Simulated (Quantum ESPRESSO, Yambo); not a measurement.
## A GW run on GaP (F-43m) in Yambo, with inputs changed

What do changed inputs do to GW on GaP (F-43m)?

Program: Yambo 5.3.0. Level of theory: PBE and many-body steps on it, plane waves. Results are calculated unless marked as measured.

**1. Set-up**

Symmetry: F-43m, No. 216, cubic system. The conventional cell has a = 5.450 Å, b = 5.450 Å, c = 5.450 Å, α = 90.00°, β = 90.00°, γ = 90.00°. Nearest to Ga lie 4 P at 2.36 Å. P has 4 Ga at 2.36 Å nearest. Farther neighbours are not listed.

As a file:

```cif
data_structure
_symmetry_space_group_name_H-M 'P 1'
_symmetry_Int_Tables_number 1
_cell_length_a 3.8541
_cell_length_b 3.8541
_cell_length_c 3.8541
_cell_angle_alpha 60.000
_cell_angle_beta 60.000
_cell_angle_gamma 60.000
_cell_volume 40.48
loop_
_atom_site_label
_atom_site_type_symbol
_atom_site_fract_x
_atom_site_fract_y
_atom_site_fract_z
_atom_site_occupancy
Ga1 Ga 0.00000 0.00000 0.00000 1
P2 P 0.25000 0.25000 0.25000 1
```

The cell and positions come from the Crystallography Open Database and are kept as given unless a step says otherwise.

**2. Base**

This step: Yambo 5.3.0; G0W0 on PBE, plane waves, norm-conserving pseudopotentials.

Now the one-shot GW correction: screening in the RPA, then the self-energy of the levels asked for.

Contents of gw2.in:

```
HF_and_locXC
gw0
dyson
ppa
em1d
rim_cut
RandQpts= 1000000
RandGvec= 1 RL
EXXRLvcs= 104 Ry
VXCRLvcs= 416 Ry
Chimod= "HARTREE"
% BndsRnXp
 1 | 207 |
%
NGsBlkXp= 17 Ry
% LongDrXp
 1 | 1 | 1 |
%
% GbndRnge
 1 | 207 |
%
DysSolver= "n"
ExtendOut
PPAPntXp= 27.21138 eV
% QPkrange
 1 | 1 | 12 | 15 |
 7 | 7 | 12 | 15 |
%
```

The run is started by

```
$ OMP_NUM_THREADS=1 mpirun -n 4 yambo -F gw2.in -J gw2 -C gw2 > gw2.log
```

Log:

```text
 Yambo, version 5.3.0

 [02] CORE Variables Setup
 =========================

  [... cell, symmetries and grids as in the set-up ...]

  [02.05] Energies & Occupations
  ==============================

  [X] === General ===
  [X] Electronic Temperature                        :  0.000000  0.000000 [eV K]
  [X] Bosonic    Temperature                        :  0.000000  0.000000 [eV K]
  [X] Finite Temperature mode                       : no
  [X] El. density                                   :  0.64228E+24 [cm-3]
  [X] Fermi Level                                   :  8.204632 [eV]

  [X] === Gaps and Widths ===
  [X] Conduction Band Min                           :  1.653057 [eV]
  [X] Valence Band Max                              :  0.000000 [eV]
  [X] Filled Bands                                  :  13
  [X] Empty Bands                                   :    14   490
  [X] Direct Gap                                    :  1.817542 [eV]
  [X] Direct Gap localized at k                     :  1
  [X] Indirect Gap                                  :  1.653057 [eV]
  [X] Indirect Gap between kpts                     :   1   7
  [X] Last valence band width                       :  3.419264 [eV]
  [X] 1st conduction band width                     :  3.048655 [eV]

 [03] Transferred momenta grid and indexing
 ==========================================

 IBZ Q-points                                      :   8
 BZ  Q-points                                      :   64

 K/Q-points units:
 rlu = crystal or reduced units; cc = cartesian coordinates; iku = interal k-units

 Q [1]          [rlu]:  0.000000  0.000000  0.000000
 Q [2]          [rlu]: -0.25926E-17 -0.25926E-17  0.25000
 Q [3]          [rlu]:  0.51853E-17  0.51853E-17 -0.50000
 Q [4]          [rlu]:  0.17252E-17  0.25000      0.25000
 Q [5]          [rlu]:  0.64517E-16  0.25000      0.50000
 Q [6]          [rlu]:  0.51853E-17  0.25000     -0.25000
 Q [7]          [rlu]: -0.34504E-17 -0.50000     -0.50000
 Q [8]          [rlu]:  0.250000 -0.500000 -0.250000

 [04] Coloumb potential Random Integration (RIM)
 ===============================================

  [04.01] RIM initialization
  ==========================

  * Diagonal components only detected *

  8 x (sBL volume)        :  0.113502 [a.u.]
  sBZ random points       :  1000000
  Points outside the sBZ  :   7987327
  RL volume               :  0.908017 [a.u.]
  Integrated volume       :  0.909458 [a.u.]

  [04.02] RIM integrals
  =====================

  Gamma point sphere radius             :  0.087825 [a.u.]
  Points outside the sphere             :   799513
  [Int_sBZ(q=0) 1/q^2]*(Vol_sBZ)^(-1/3) =:  7.764325
                                 should be <:  7.795600

  Summary of Coulomb integrals for non-metallic bands |Q|[au] RIM/Bare

  Q [1] 0.100000E-4 0.995988 * Q [2] 0.264147 1.066458
  Q [4] 0.305010 1.065091 * Q [6] 0.431350 1.027253
  Q [5] 0.505803 1.020682 * Q [3] 0.528294 1.017918
  Q [7] 0.610021 1.014689 * Q [8] 0.682024 1.011759

 [WARNING] [Xp] User bands 1-207 break level degeneracy

 [05] Dipoles
 ============

  [05.01] Setup: observables and procedures
  =========================================

 [06] Dynamic Dielectric Matrix (PPA)
 ====================================

 [WR./gw2//ndb.pp]---------------------------------------------------------------
  Brillouin Zone Q/K grids (IBZ/BZ)                :    8   64    8   64
  RL vectors                                       :   5961 [WF]
  Coulomb cutoff potential                         : none
  Electronic Temperature                           :  0.000000 [K]
  Bosonic    Temperature                           :  0.000000 [K]
  PPA    diel. fun.  energies                      : Perdew, Burke & Ernzerhof(X)+Perdew, Burke & Ernzerhof(C)
  wavefunctions                                    : Perdew, Burke & Ernzerhof(X)+Perdew, Burke & Ernzerhof(C)
  Global Gauge                                     : length
  X matrix size                                    :   339
  X band range                                     :    1  207
  X e/h energy range                               : -1.000000 -1.000000 [eV]
  X Time ordering                                  : R
  X Hxc Kernel                                     : HARTREE
  X Drude frequency                                :  0.000000  0.000000
  X poles                                          :  100.0000 [o/o]
  RL vectors in the sum                            :   5961
  [r,Vnl] included                                 : yes
  Field direction                                  :  0.577350E-5  0.577350E-5  0.577350E-5
  BZ energy Double Grid                            : no
  BZ energy DbGd points                            : 0
  BZ Q point size factor                           : -1.000000
  X Optical Averaged directions                    : none

 [07] Local Exchange-Correlation + Non-Local Fock
 ================================================

 [VXC] Plane waves :   39189
 [EXS] Plane waves :   4957

 QP @ state[ 1 ] K range:  1  1
 QP @ state[ 1 ] b range:  12  15
 QP @ state[ 2 ] K range:   7   7
 QP @ state[ 2 ] b range:  12  15

 [xc] Functional : Perdew, Burke & Ernzerhof(X)+Perdew, Burke & Ernzerhof(C)
 [xc] LIBXC used to calculate xc functional
  PP Number of Atomic Species                      :  2
  NLCC RL compoments                               :   39189
  PP Number of Atomic Species                      :  2
  NLCC RL compoments                               :   39189

 [xc] E_xc :  -23.20667 [Ha]
      E_xc :  -46.41333 [Ry]

  Local XC kind (lXC) : Perdew, Burke & Ernzerhof(X)+Perdew, Burke & Ernzerhof(C)
  Non-Local XC kind (nlXC) : Hartree-Fock

  Corrections @ K [1] :  [eV]
 <12|nlXC|12> = -15.17877 -0.47355E-17 <12|lXC|12> = -13.29395 -0.18883E-15
 <13|nlXC|13> = -15.17881 -0.12025E-16 <13|lXC|13> = -13.29395 -0.18881E-15
 <14|nlXC|14> = -8.162741 -0.29493E-17 <14|lXC|14> = -12.70029 -0.94360E-16
 <15|nlXC|15> = -6.788185 -0.40420E-17 <15|lXC|15> = -11.36385 -0.18882E-15

  Corrections @ K [7] :  [eV]
 <12|nlXC|12> = -14.67531 -0.56460E-17 <12|lXC|12> = -11.79687  0.47207E-16
 <13|nlXC|13> = -14.67527 -0.14658E-16 <13|lXC|13> = -11.79687 -0.35393E-16
 <14|nlXC|14> = -5.997074  0.61789E-18 <14|lXC|14> = -9.779896  0.41243E-16
 <15|nlXC|15> = -6.981560 -0.14427E-18 <15|lXC|15> = -10.95918  0.17687E-16

 [08] Dyson equation: Newton solver
 ==================================

  [08.01] G0W0 (W PPA)
  ====================

  [  GW  ] Bands range     :    1  207
  [GW/PPA] G damping       :  0.100000 [eV]

  QP @ state[ 1 ] K range:  1  1
  QP @ state[ 1 ] b range:  12  15
  QP @ state[ 2 ] K range:   7   7
  QP @ state[ 2 ] b range:  12  15

   Sc/G bands                                       :    1  207
   Sc/G damping                                     :  0.100000 ev
   Sc bands terminator                              : no
   Sx RL components                                 :   4957

   QP @ state[ 1 ] K range                          :  1  1
   QP @ state[ 1 ] b range                          :  12  15
   QP @ state[ 2 ] K range                          :   7   7
   QP @ state[ 2 ] b range                          :  12  15
   GF energies kind                                 : Perdew, Burke & Ernzerhof(X)+Perdew, Burke & Ernzerhof(C)
   GF WF`s kind                                     : Perdew, Burke & Ernzerhof(X)+Perdew, Burke & Ernzerhof(C)
   Xs energies kind                                 : Perdew, Burke & Ernzerhof(X)+Perdew, Burke & Ernzerhof(C)
   Xs WF`s kind                                     : Perdew, Burke & Ernzerhof(X)+Perdew, Burke & Ernzerhof(C)

 [11] Game Over & Game summary
```

Wall time 4.3 min (4 MPI ranks of Arm Neoverse V1, shared host); peak memory 1.9 GiB.

Numbers from this step:

- G0W0 gap on the points computed: 2.314 eV
- starting gap on the mesh: 1.653 eV
- k of the valence top: 0, 0, 0
- k of the conduction bottom: 0, -0.5, -0.5
- least direct G0W0 gap on the computed points: 2.681 eV
- Z at the valence top: 0.7842
- Z at the conduction bottom: 0.8088

The gap on the mesh goes from 1.65 eV to 2.31 eV, a correction of +0.66 eV.

**3. Exchange cutoff**

gw6.in, as its differences from gw2.in of step 2:

```diff
@@ -8,3 +8,3 @@
 RandGvec= 1 RL
-EXXRLvcs= 104 Ry
+EXXRLvcs= 26 Ry
 VXCRLvcs= 416 Ry
```

The run is started by

```
$ OMP_NUM_THREADS=1 mpirun -n 4 yambo -F gw6.in -J gw6,gw2_W -C gw6 > gw6.log
```

Log:

```text
 Yambo, version 5.3.0

 [02] CORE Variables Setup
 =========================

  [... cell, symmetries and grids as in the set-up ...]

  [02.05] Energies & Occupations
  ==============================

  [X] === General ===
  [X] Electronic Temperature                        :  0.000000  0.000000 [eV K]
  [X] Bosonic    Temperature                        :  0.000000  0.000000 [eV K]
  [X] Finite Temperature mode                       : no
  [X] El. density                                   :  0.64228E+24 [cm-3]
  [X] Fermi Level                                   :  8.204632 [eV]

  [X] === Gaps and Widths ===
  [X] Conduction Band Min                           :  1.653057 [eV]
  [X] Valence Band Max                              :  0.000000 [eV]
  [X] Filled Bands                                  :  13
  [X] Empty Bands                                   :    14   490
  [X] Direct Gap                                    :  1.817542 [eV]
  [X] Direct Gap localized at k                     :  1
  [X] Indirect Gap                                  :  1.653057 [eV]
  [X] Indirect Gap between kpts                     :   1   7
  [X] Last valence band width                       :  3.419264 [eV]
  [X] 1st conduction band width                     :  3.048655 [eV]

 [03] Transferred momenta grid and indexing
 ==========================================

 IBZ Q-points                                      :   8
 BZ  Q-points                                      :   64

 K/Q-points units:
 rlu = crystal or reduced units; cc = cartesian coordinates; iku = interal k-units

 Q [1]          [rlu]:  0.000000  0.000000  0.000000
 Q [2]          [rlu]: -0.25926E-17 -0.25926E-17  0.25000
 Q [3]          [rlu]:  0.51853E-17  0.51853E-17 -0.50000
[...]
Q [7]          [rlu]: -0.34504E-17 -0.50000     -0.50000
 Q [8]          [rlu]:  0.250000 -0.500000 -0.250000

 [04] Coloumb potential Random Integration (RIM)
 ===============================================

 Summary of Coulomb integrals for non-metallic bands |Q|[au] RIM/Bare

 Q [1] 0.100000E-4 0.995988 * Q [2] 0.264147 1.066458
 Q [4] 0.305010 1.065091 * Q [6] 0.431350 1.027253
 Q [5] 0.505803 1.020682 * Q [3] 0.528294 1.017918
 Q [7] 0.610021 1.014689 * Q [8] 0.682024 1.011759

 [WARNING] [Xp] User bands 1-207 break level degeneracy

 [05] Dipoles
 ============

  [05.01] Setup: observables and procedures
  =========================================

 [06] Dynamic Dielectric Matrix (PPA)
 ====================================

   Sc/G bands                                       :    1  207
   Sc/G damping                                     :  0.100000 ev
   Sc bands terminator                              : no
   Sx RL components                                 :   645

   QP @ state[ 1 ] K range                          :  1  1
   QP @ state[ 1 ] b range                          :  12  15
   QP @ state[ 2 ] K range                          :   7   7
   QP @ state[ 2 ] b range                          :  12  15
   GF energies kind                                 : Perdew, Burke & Ernzerhof(X)+Perdew, Burke & Ernzerhof(C)
   GF WF`s kind                                     : Perdew, Burke & Ernzerhof(X)+Perdew, Burke & Ernzerhof(C)
   Xs energies kind                                 : Perdew, Burke & Ernzerhof(X)+Perdew, Burke & Ernzerhof(C)
   Xs WF`s kind                                     : Perdew, Burke & Ernzerhof(X)+Perdew, Burke & Ernzerhof(C)

 [11] Game Over & Game summary
```

Wall time 1.9 min (4 MPI ranks); peak memory 1.8 GiB; 7.6 min of CPU time.

This step gave:

```
G0W0 gap on the points computed              : 2.300 eV
starting gap on the mesh                     : 1.653 eV
k of the valence top                         : 0, 0, 0
k of the conduction bottom                   : 0, -0.5, -0.5
least direct G0W0 gap on the computed points : 2.716 eV
Z at the valence top                         : 0.7842
Z at the conduction bottom                   : 0.8088
```

**4. Damping of G**

gw7.in, as its differences from gw6.in of step 3:

```diff
@@ -8,3 +8,3 @@
 RandGvec= 1 RL
-EXXRLvcs= 26 Ry
+EXXRLvcs= 104 Ry
 VXCRLvcs= 416 Ry
@@ -28 +28,2 @@
 %
+GDamping= 0.5 eV
```

The run is started by

```
$ OMP_NUM_THREADS=1 mpirun -n 4 yambo -F gw7.in -J gw7,gw2_W -C gw7 > gw7.log
```

Log:

```text
 Yambo, version 5.3.0

 [02] CORE Variables Setup
 =========================

  [... cell, symmetries and grids as in the set-up ...]

  [02.05] Energies & Occupations
  ==============================

  [X] === General ===
  [X] Electronic Temperature                        :  0.000000  0.000000 [eV K]
  [X] Bosonic    Temperature                        :  0.000000  0.000000 [eV K]
  [X] Finite Temperature mode                       : no
  [X] El. density                                   :  0.64228E+24 [cm-3]
[...]
QP @ state[ 1 ] b range                          :  12  15
   QP @ state[ 2 ] K range                          :   7   7
   QP @ state[ 2 ] b range                          :  12  15
   GF energies kind                                 : Perdew, Burke & Ernzerhof(X)+Perdew, Burke & Ernzerhof(C)
   GF WF`s kind                                     : Perdew, Burke & Ernzerhof(X)+Perdew, Burke & Ernzerhof(C)
   Xs energies kind                                 : Perdew, Burke & Ernzerhof(X)+Perdew, Burke & Ernzerhof(C)
   Xs WF`s kind                                     : Perdew, Burke & Ernzerhof(X)+Perdew, Burke & Ernzerhof(C)

 [11] Game Over & Game summary
```

Elapsed: 1.9 min, on 4 MPI ranks; peak memory 1.8 GiB.

This step gave:

```yaml
g0w0_gap_on_the_points_computed: 2.316 eV
starting_gap_on_the_mesh: 1.653 eV
k_of_the_valence_top: 0, 0, 0
k_of_the_conduction_bottom: 0, -0.5, -0.5
least_direct_g0w0_gap_on_the_computed_points: 2.683 eV
```

Against G0W0 in Yambo (4×4×4 mesh, 207 bands, screening to 231.3 eV, Godby-Needs plasmon pole), the gap moves by +0.002 eV.

**5. Cutoff typed in the wrong unit**

gw8.in, as its differences from gw7.in of step 4:

```diff
@@ -14,3 +14,3 @@
 %
-NGsBlkXp= 17 Ry
+NGsBlkXp= 17 mRy
 % LongDrXp
@@ -28,2 +28 @@
 %
-GDamping= 0.5 eV
```

The run is started by

```
$ OMP_NUM_THREADS=1 mpirun -n 4 yambo -F gw8.in -J gw8 -C gw8 > gw8.log
```

Log:

```text
 Yambo, version 5.3.0

 [02] CORE Variables Setup
 =========================

  [... cell, symmetries and grids as in the set-up ...]

  [02.05] Energies & Occupations
  ==============================

  [X] === General ===
  [X] Electronic Temperature                        :  0.000000  0.000000 [eV K]
  [X] Bosonic    Temperature                        :  0.000000  0.000000 [eV K]
  [X] Finite Temperature mode                       : no
  [X] El. density                                   :  0.64228E+24 [cm-3]
  [X] Fermi Level                                   :  8.204632 [eV]

  [X] === Gaps and Widths ===
  [X] Conduction Band Min                           :  1.653057 [eV]
  [X] Valence Band Max                              :  0.000000 [eV]
  [X] Filled Bands                                  :  13
  [X] Empty Bands                                   :    14   490
  [X] Direct Gap                                    :  1.817542 [eV]
  [X] Direct Gap localized at k                     :  1
  [X] Indirect Gap                                  :  1.653057 [eV]
  [X] Indirect Gap between kpts                     :   1   7
  [X] Last valence band width                       :  3.419264 [eV]
  [X] 1st conduction band width                     :  3.048655 [eV]

 [03] Transferred momenta grid and indexing
 ==========================================

 IBZ Q-points                                      :   8
 BZ  Q-points                                      :   64

 K/Q-points units:
 rlu = crystal or reduced units; cc = cartesian coordinates; iku = interal k-units

 Q [1]          [rlu]:  0.000000  0.000000  0.000000
 Q [2]          [rlu]: -0.25926E-17 -0.25926E-17  0.25000
 Q [3]          [rlu]:  0.51853E-17  0.51853E-17 -0.50000
[...]
NLCC RL compoments                               :   39189
  PP Number of Atomic Species                      :  2
  NLCC RL compoments                               :   39189

 [xc] E_xc :  -23.20667 [Ha]
      E_xc :  -46.41333 [Ry]

  Local XC kind (lXC) : Perdew, Burke & Ernzerhof(X)+Perdew, Burke & Ernzerhof(C)
  Non-Local XC kind (nlXC) : Hartree-Fock

  Corrections @ K [1] :  [eV]
 <12|nlXC|12> = -15.17877 -0.47355E-17 <12|lXC|12> = -13.29395 -0.18883E-15
 <13|nlXC|13> = -15.17881 -0.12025E-16 <13|lXC|13> = -13.29395 -0.18881E-15
 <14|nlXC|14> = -8.162741 -0.29493E-17 <14|lXC|14> = -12.70029 -0.94360E-16
[...]
Corrections @ K [7] :  [eV]
[...]
<14|nlXC|14> = -5.997074  0.61789E-18 <14|lXC|14> = -9.779896  0.41243E-16
 <15|nlXC|15> = -6.981560 -0.14427E-18 <15|lXC|15> = -10.95918  0.17687E-16

 [08] Dyson equation: Newton solver
 ==================================

  [08.01] G0W0 (W PPA)
  ====================

  [  GW  ] Bands range     :    1  207
  [GW/PPA] G damping       :  0.100000 [eV]

  QP @ state[ 1 ] K range:  1  1
  QP @ state[ 1 ] b range:  12  15
  QP @ state[ 2 ] K range:   7   7
  QP @ state[ 2 ] b range:  12  15

   Sc/G bands                                       :    1  207
   Sc/G damping                                     :  0.100000 ev
   Sc bands terminator                              : no
   Sx RL components                                 :   4957

   QP @ state[ 1 ] K range                          :  1  1
   QP @ state[ 1 ] b range                          :  12  15
   QP @ state[ 2 ] K range                          :   7   7
   QP @ state[ 2 ] b range                          :  12  15
   GF energies kind                                 : Perdew, Burke & Ernzerhof(X)+Perdew, Burke & Ernzerhof(C)
   GF WF`s kind                                     : Perdew, Burke & Ernzerhof(X)+Perdew, Burke & Ernzerhof(C)
   Xs energies kind                                 : Perdew, Burke & Ernzerhof(X)+Perdew, Burke & Ernzerhof(C)
   Xs WF`s kind                                     : Perdew, Burke & Ernzerhof(X)+Perdew, Burke & Ernzerhof(C)

 [11] Game Over & Game summary
```

It took 84 s on 4 MPI ranks; peak memory 1.9 GiB; 5.5 min of CPU time.

The run ended normally, though the input holds a fault or crude settings.

The fault put into this input: cutoff typed in the wrong unit. It printed a gap of 1.94 eV, an artefact of the input.

**6. Side by side**

Times are wall times on 4 MPI ranks of Arm Neoverse V1, shared host, good to a factor of about two.

| run | mesh | bands | screening cutoff (eV) | DFT gap (eV) | gap on the mesh (eV) | direct (eV) | time |
| --- | --- | --- | --- | --- | --- | --- | --- |
| base | 4×4×4 | 207 | 231.3 | 1.653 | 2.314 | 2.681 | 4.3 min |
| exchange cutoff | 4×4×4 | 207 | 231.3 | 1.653 | 2.300 | 2.716 | 1.9 min |
| damping of G | 4×4×4 | 207 | 231.3 | 1.653 | 2.316 | 2.683 | 1.9 min |

**7. What came out**

```
base            : 2.314 eV
exchange cutoff : 2.300 eV
damping of G    : 2.316 eV
known limits    : not at the basis limit; no spin-orbit coupling; coarse k mesh
```

What this shows: Exchange cutoff: −0.014 eV against base (keys changed: EXXRLvcs). Damping of G: +0.002 eV against base (keys changed: GDamping). Bands and cutoff are finite, so the gap is not at the basis limit. The miss can reach some tenths of an eV and take either sign; the mesh is an error of its own. In the G0W0 runs levels were corrected at 2 k points alone, so a gap called «on the mesh» is the least over those, and an edge elsewhere would be missed. A denser mesh or path gives a starting gap of 1.59 eV: the GW mesh misses a band edge, so its gaps are not the fundamental one. The 4×4×4 mesh is coarse for this cell, which bears on the long-range parts of exchange and screening. The many-body steps are scalar-relativistic: spin-orbit coupling is not in them.

[Paths, hosts, dates, memory and timing lines, banners, echoed tables and standing remarks are left out of the program output.]

[Logs are printed without paths, hosts, clocks, repeated set-up lines and the standing remarks that a program may print on its own settings, such as how far it seeks lower states.]

[Runs of the session that timed out or met a known fault of the program may be left out.]

[Hosts, paths, dates, database ids (printed as entryN), source tags and the programs' standing remarks are cut or masked in the printed files.]
